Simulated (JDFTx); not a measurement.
# Ge (Fd-3m) in JDFTx: further runs

Aim: see how the results for Ge move with the level of theory and the settings. Levels: PBE0 (exact-exchange share 0.1), PBE0 (exact-exchange share 0.2), PBE0 (exact-exchange share 0.25). Tasks: single point.

All numbers are computed with JDFTx 1.7.0 (patched build); they aren't measurements. Logs are shortened: lines on timing, memory, paths and dates and some standing lists are left out, and cuts for length are marked. The log counts tension as positive stress, the text compression.

## Step 1: The structure

The structure is cubic, space group Fd-3m (No. 227). Conventional cell: a = 5.658 Å, b = 5.658 Å, c = 5.658 Å, α = 90.00°, β = 90.00°, γ = 90.00°. Ge (site symmetry -43m) is surrounded by 4 Ge at 2.45 Å.

## Step 2: Single point, PBE0 (exact-exchange share 0.1)

Ge.in reads:

```
lattice \
    0.0000000000     5.3458651312     5.3458651312 \
    5.3458651312     0.0000000000     5.3458651312 \
    5.3458651312     5.3458651312     0.0000000000
coords-type Cartesian
ion Ge     8.0187976968     8.0187976968     8.0187976968 1
ion Ge     5.3458651312     5.3458651312     5.3458651312 1

ion-species pseudo/Ge.upf
elec-cutoff 39 312
elec-ex-corr hyb-PBE0
exchange-parameters 0.1
kpoint-folding 2 2 2
elec-smearing Fermi 0.0018374661
elec-n-bands 21
electronic-SCF nIterations 100 energyDiffThreshold 1e-07
electronic-minimize nIterations 30 energyDiffThreshold 1e-7
converge-empty-states yes
forces-output-coords Cartesian

dump-name run.$VAR
dump End Ecomponents EigStats BandEigs Kpoints Forces Stress
```

Potentials or basis: PseudoDojo-SR-PBE-0.5-standard with smoothed tails.

On the command line:

```
jdftx -c 1 -i Ge.in -o Ge.out
```

Output:

```text
*************** JDFTx 1.7.0 (patched build) ***************

Input parsed successfully to the following command list (including defaults):
[... the input with its defaults ...]

---------- Setting up symmetries ----------

Found 48 point-group symmetries of the bravais lattice
Found 48 space-group symmetries with basis
Applied RMS atom displacement 1.77898e-16 bohrs to make symmetries exact.

---------- Initializing the Grid ----------
R =
[            0      5.34587      5.34587  ]
[      5.34587            0      5.34587  ]
[      5.34587      5.34587            0  ]
unit cell volume = 305.551
G =
[  -0.587668   0.587668   0.587668  ]
[   0.587668  -0.587668   0.587668  ]
[   0.587668   0.587668  -0.587668  ]
Minimum fftbox size, Smin = [  64  64  64  ]
Chosen fftbox size, S = [  64  64  64  ]

---------- Initializing tighter grid for wavefunction operations ----------
R =
[            0      5.34587      5.34587  ]
[      5.34587            0      5.34587  ]
[      5.34587      5.34587            0  ]
unit cell volume = 305.551
G =
[  -0.587668   0.587668   0.587668  ]
[   0.587668  -0.587668   0.587668  ]
[   0.587668   0.587668  -0.587668  ]
Minimum fftbox size, Smin = [  44  44  44  ]
Chosen fftbox size, S = [  48  48  48  ]

---------- Exchange Correlation functional ----------
Initalized PBE GGA exchange.
Initalized PBE GGA correlation.
Will include 0.1 x exact exchange.

---------- Setting up pseudopotentials ----------
Width of ionic core gaussian charges (only for fluid interactions / plotting) set to 0

Reading pseudopotential file 'pseudo/Ge.upf':
  'Ge' pseudopotential, 'PBE' functional
  Generated using ONCVPSP code by D. R. Hamann
  14 valence electrons, 3 orbitals, 6 projectors, 1001 radial grid points, with lMax = 2
    3D    l: 2   occupation: 10.0   eigenvalue: -1.077154
    4S    l: 0   occupation:  2.0   eigenvalue: -0.431124
    4P    l: 1   occupation:  2.0   eigenvalue: -0.143154
  Core radius for overlap checks: 1.83 bohrs.

Initialized 1 species with 2 total atoms.

Folded 1 k-points by 2x2x2 to 8 k-points.

---------- Setting up k-points, bands, fillings ----------
Reduced to 3 k-points under symmetry.
Computing the number of bands and number of electrons
Calculating initial fillings.
nElectrons:  28.000000   nBands: 21   nStates: 3

----- Setting up reduced wavefunction bases (one per k-point) -----
average nbasis = 3559.375 , ideal nbasis = 3554.470

----- Initializing Supercell corresponding to k-point mesh -----
Lattice vector linear combinations in supercell:
[   2   0   0  ]
[   0   2   0  ]
[   0   0   2  ]
Supercell lattice vectors:
[  0  10.6917  10.6917  ]
[  10.6917  0  10.6917  ]
[  10.6917  10.6917  0  ]

-------- Setting up exchange kernel --------
Creating Wigner-Seitz truncated kernel on k-point supercell with sample count [  100 100 100 ]
Constructing Wigner-Seitz cell: 12 faces (12 quadrilaterals, 0 hexagons)
Gaussian width for range separation: 0.796613 bohrs.
FFT grid for long-range part: [ 100 100 100 ].
Planning fourier transform ... Done.
Computing truncated long-range part in real space ... Done.
Adding short-range part in reciprocal space ... Done.
Splitting supercell kernel to unit-cell with k-points ... Done.

---------- Setting up exact exchange ----------
Optimizing transforms to minimize k-point pairs ... done (1360 steps).
Reduced 64 k-pairs to 38 under symmetries.
Transforms per reduced k-pair: 1 min, 8 max, 4.2 mean.
Per-iteration cost relative to semi-local calculation ~ 90

---------- Setting up ewald sum ----------
Optimum gaussian width for ewald sums = 2.427999 bohr.
Real space sum over 1331 unit cells with max indices [  5  5  5  ]
Reciprocal space sum over 2197 terms with max indices [  6  6  6  ]

---------- Allocating electronic variables ----------
Initializing wave functions:  linear combination of atomic orbitals
Note: number of bands (21) exceeds available atomic orbitals (18)
Initializing semi-local functional for LCAO:
Initalized PBE GGA exchange.
Initalized PBE GGA correlation.
Ge pseudo-atom occupations:   s ( 2 )  p ( 2 )  d ( 10 )
	FillingsUpdate:  mu: +0.365507343  nElectrons: 28.000000
LCAOMinimize: Iter:   0  F: -161.4775323862693028  |grad|_K:  4.989e-04  alpha:  1.000e+00
	FillingsUpdate:  mu: +0.364336607  nElectrons: 28.000000
LCAOMinimize: Iter:   1  F: -161.4776740937212196  |grad|_K:  3.392e-05  alpha:  8.614e-01  linmin:  1.245e-02  cgtest: -5.967e-03
	FillingsUpdate:  mu: +0.364367438  nElectrons: 28.000000
LCAOMinimize: Iter:   2  F: -161.4776748333512728  |grad|_K:  5.262e-07  alpha:  9.725e-01  linmin: -5.211e-03  cgtest:  1.513e-01
LCAOMinimize: Encountered beta<0, resetting CG.
	FillingsUpdate:  mu: +0.364368192  nElectrons: 28.000000
LCAOMinimize: Iter:   3  F: -161.4776748335268621  |grad|_K:  2.779e-08  alpha:  9.775e-01  linmin: -9.258e-03  cgtest:  1.569e-01
LCAOMinimize: Encountered beta<0, resetting CG.
LCAOMinimize: Converged (|Delta F|<1.000000e-06 for 2 iters).

-------- Electronic minimization -----------
Will mix electronic density at each iteration.
Constructing ACE exchange operator ... done.

	FillingsUpdate:  mu: +0.364368192  nElectrons: 28.000000
	FillingsUpdate:  mu: +0.348801504  nElectrons: 28.000000
SCF: Cycle:  0   F: -158.895813450091907   dF: -4.911e-02   |Residual|: 8.190e-02   |deigs|: 1.600e-01
	FillingsUpdate:  mu: +0.351324122  nElectrons: 28.000000
SCF: Cycle:  1   F: -158.896004633164978   dF: -1.912e-04   |Residual|: 3.782e-02   |deigs|: 5.608e-03
	FillingsUpdate:  mu: +0.355037596  nElectrons: 28.000000
SCF: Cycle:  2   F: -158.895733360427215   dF: +2.713e-04   |Residual|: 9.649e-03   |deigs|: 2.831e-03
	FillingsUpdate:  mu: +0.357420336  nElectrons: 28.000000
SCF: Cycle:  3   F: -158.896086988914448   dF: -3.536e-04   |Residual|: 4.954e-03   |deigs|: 4.448e-03
	FillingsUpdate:  mu: +0.357364307  nElectrons: 28.000000
SCF: Cycle:  4   F: -158.895998027967465   dF: +8.896e-05   |Residual|: 1.204e-03   |deigs|: 1.128e-03
	FillingsUpdate:  mu: +0.357589729  nElectrons: 28.000000
SCF: Cycle:  5   F: -158.895994834753168   dF: +3.193e-06   |Residual|: 6.286e-04   |deigs|: 3.959e-04
	FillingsUpdate:  mu: +0.357672133  nElectrons: 28.000000
SCF: Cycle:  6   F: -158.896000775214162   dF: -5.940e-06   |Residual|: 1.382e-04   |deigs|: 2.053e-04
	FillingsUpdate:  mu: +0.357683240  nElectrons: 28.000000
SCF: Cycle:  7   F: -158.896004348766525   dF: -3.574e-06   |Residual|: 1.485e-04   |deigs|: 6.207e-05
	FillingsUpdate:  mu: +0.357680161  nElectrons: 28.000000
SCF: Cycle:  8   F: -158.896002891980288   dF: +1.457e-06   |Residual|: 2.575e-05   |deigs|: 2.755e-05
	FillingsUpdate:  mu: +0.357679379  nElectrons: 28.000000
SCF: Cycle:  9   F: -158.896002281864128   dF: +6.101e-07   |Residual|: 3.175e-06   |deigs|: 8.067e-06
	FillingsUpdate:  mu: +0.357679096  nElectrons: 28.000000
SCF: Cycle: 10   F: -158.896002198732020   dF: +8.313e-08   |Residual|: 3.424e-06   |deigs|: 5.699e-06
	FillingsUpdate:  mu: +0.357679056  nElectrons: 28.000000
SCF: Cycle: 11   F: -158.896002199081266   dF: -3.492e-10   |Residual|: 3.964e-06   |deigs|: 5.164e-06
	FillingsUpdate:  mu: +0.357679470  nElectrons: 28.000000
SCF: Cycle: 12   F: -158.896002118854653   dF: +8.023e-08   |Residual|: 6.857e-06   |deigs|: 1.230e-05
	FillingsUpdate:  mu: +0.357678894  nElectrons: 28.000000
SCF: Cycle: 13   F: -158.896002071832214   dF: +4.702e-08   |Residual|: 4.974e-06   |deigs|: 5.218e-06
	FillingsUpdate:  mu: +0.357678167  nElectrons: 28.000000
SCF: Cycle: 14   F: -158.896002043740083   dF: +2.809e-08   |Residual|: 2.553e-06   |deigs|: 2.607e-06
	FillingsUpdate:  mu: +0.357678280  nElectrons: 28.000000
SCF: Cycle: 15   F: -158.896002048146670   dF: -4.407e-09   |Residual|: 2.524e-06   |deigs|: 1.927e-06
	FillingsUpdate:  mu: +0.357678344  nElectrons: 28.000000
SCF: Cycle: 16   F: -158.896002031356574   dF: +1.679e-08   |Residual|: 2.034e-06   |deigs|: 1.908e-06
	FillingsUpdate:  mu: +0.357678306  nElectrons: 28.000000
SCF: Cycle: 17   F: -158.896002030156552   dF: +1.200e-09   |Residual|: 2.311e-06   |deigs|: 1.601e-06
	FillingsUpdate:  mu: +0.357678451  nElectrons: 28.000000
SCF: Cycle: 18   F: -158.896002014150042   dF: +1.601e-08   |Residual|: 7.529e-07   |deigs|: 1.363e-06
	FillingsUpdate:  mu: +0.357678455  nElectrons: 28.000000
[... 139 lines left out ...]
	FillingsUpdate:  mu: +0.359634452  nElectrons: 28.000000
SCF: Cycle:  0   F: -158.899183427034473   dF: -4.745e-07   |Residual|: 2.305e-06   |deigs|: 4.142e-07
	FillingsUpdate:  mu: +0.359634178  nElectrons: 28.000000
SCF: Cycle:  1   F: -158.899183383309236   dF: +4.373e-08   |Residual|: 1.925e-06   |deigs|: 1.331e-06
	FillingsUpdate:  mu: +0.359634322  nElectrons: 28.000000
[... 5 further cycles ...]
SCF: Cycle:  7   F: -158.899183408001250   dF: -5.217e-09   |Residual|: 2.398e-07   |deigs|: 2.087e-07
	FillingsUpdate:  mu: +0.359634227  nElectrons: 28.000000
SCF: Cycle:  8   F: -158.899183410951395   dF: -2.950e-09   |Residual|: 1.518e-07   |deigs|: 6.442e-08
SCF: Converged (|Delta E|<1.000000e-07 for 2 iters).

	FillingsUpdate:  mu: +0.359634227  nElectrons: 28.000000
VxxLoop: Iter:  6   F: -158.899183410951395   dF: -4.585e-07
Constructing ACE exchange operator ... done.

	FillingsUpdate:  mu: +0.359634381  nElectrons: 28.000000
SCF: Cycle:  0   F: -158.899183618048596   dF: -2.071e-07   |Residual|: 8.799e-07   |deigs|: 2.233e-07
	FillingsUpdate:  mu: +0.359634347  nElectrons: 28.000000
SCF: Cycle:  1   F: -158.899183605972667   dF: +1.208e-08   |Residual|: 6.535e-07   |deigs|: 1.433e-07
	FillingsUpdate:  mu: +0.359634333  nElectrons: 28.000000
[... 8 further cycles ...]
SCF: Cycle: 10   F: -158.899183599438146   dF: +1.438e-09   |Residual|: 7.140e-08   |deigs|: 8.502e-09
	FillingsUpdate:  mu: +0.359634311  nElectrons: 28.000000
SCF: Cycle: 11   F: -158.899183599215434   dF: +2.227e-10   |Residual|: 6.287e-08   |deigs|: 5.947e-09
SCF: Converged (|Residual|<1.000000e-07 for 2 iters).

	FillingsUpdate:  mu: +0.359634311  nElectrons: 28.000000
VxxLoop: Iter:  7   F: -158.899183599215434   dF: -1.883e-07
Constructing ACE exchange operator ... done.

	FillingsUpdate:  mu: +0.359634378  nElectrons: 28.000000
SCF: Cycle:  0   F: -158.899183691099068   dF: -9.188e-08   |Residual|: 3.452e-07   |deigs|: 1.429e-07
	FillingsUpdate:  mu: +0.359634365  nElectrons: 28.000000
SCF: Cycle:  1   F: -158.899183682981487   dF: +8.118e-09   |Residual|: 1.899e-07   |deigs|: 4.992e-08
	FillingsUpdate:  mu: +0.359634367  nElectrons: 28.000000
SCF: Cycle:  2   F: -158.899183683921734   dF: -9.402e-10   |Residual|: 2.510e-07   |deigs|: 1.914e-08
	FillingsUpdate:  mu: +0.359634370  nElectrons: 28.000000
SCF: Cycle:  3   F: -158.899183686179953   dF: -2.258e-09   |Residual|: 3.199e-07   |deigs|: 1.841e-08
SCF: Converged (|Delta E|<1.000000e-07 for 2 iters).

	FillingsUpdate:  mu: +0.359634370  nElectrons: 28.000000
VxxLoop: Iter:  8   F: -158.899183686179953   dF: -8.696e-08
Setting wave functions to eigenvectors of Hamiltonian
Converging empty states (this may take a while): |deigs|: 5.975e-07
Computing exact exchange ... done.

# Stress tensor in Cartesian coordinates [Eh/a0^3]:
[ -0.000225981            0            0  ]
[            0 -0.000225981            0  ]
[            0            0 -0.000225981  ]

# Ionic positions in cartesian coordinates:
ion Ge   8.018797696800000   8.018797696800000   8.018797696800000 1
ion Ge   5.345865131199999   5.345865131200000   5.345865131200000 1

# Forces in Cartesian coordinates:
force Ge   0.000000000000000  -0.000000000000000   0.000000000000000 1
force Ge  -0.000000000000000   0.000000000000000  -0.000000000000000 1

# Energy components:
   Eewald =      -98.7503791004548077
       EH =       55.4041981312736667
     Eloc =     -131.4486583419487999
      Enl =      -93.5617130324782806
      Exc =      -39.4770005887280604
 Exc_core =       17.0110695864597439
      EXX =       -1.5104699165764290
       KE =      133.4337755328276671
-------------------------------------
     Etot =     -158.8991777296252508
       TS =        0.0000059565547061
-------------------------------------
        F =     -158.8991836861799527

IonicMinimize: Iter:   0  F: -158.899183686179953  |grad|_K:        nan
IonicMinimize: None of the convergence criteria satisfied after 0 iterations.

#--- Lowdin population analysis ---
# oxidation-state Ge +0.026 +0.026

Dumping 'run.eigStats' ...
	eMin: -0.571727 at state 2 ( [ +0.000000 +0.500000 +0.500000 ] spin 0 )
	HOMO: +0.344231 at state 0 ( [ +0.000000 +0.000000 +0.000000 ] spin 0 )
	mu  : +0.359634
	LUMO: +0.373964 at state 0 ( [ +0.000000 +0.000000 +0.000000 ] spin 0 )
	eMax: +0.849134 at state 2 ( [ +0.000000 +0.500000 +0.500000 ] spin 0 )
	HOMO-LUMO gap: +0.029732
	Optical gap  : +0.029732 at state 0 ( [ +0.000000 +0.000000 +0.000000 ] spin 0 )
Done!
[note: mu as printed may lie anywhere between the filled and the empty levels]
```

It took 19 min on 1 thread of Arm Neoverse V1, shared host; peak memory 0.22 GiB.

The run converged, but some of its settings lie outside the range that counts as converged, so its numbers aren't taken as properties of the crystal.

Results:

| Property | Result |
| --- | --- |
| Free energy | -4323.8671 eV |
| Pressure | 6.6 GPa |
| Band gap on the k mesh | 0.81 eV, direct |

Caveat: the k mesh is coarse (spacing up to 0.96 Å⁻¹), so the values aren't converged, least of all with exact exchange; the hybrid runs on potentials with a model core; the potentials were made for another functional, which shifts forces and pressure.

[end of part 1 of 2]
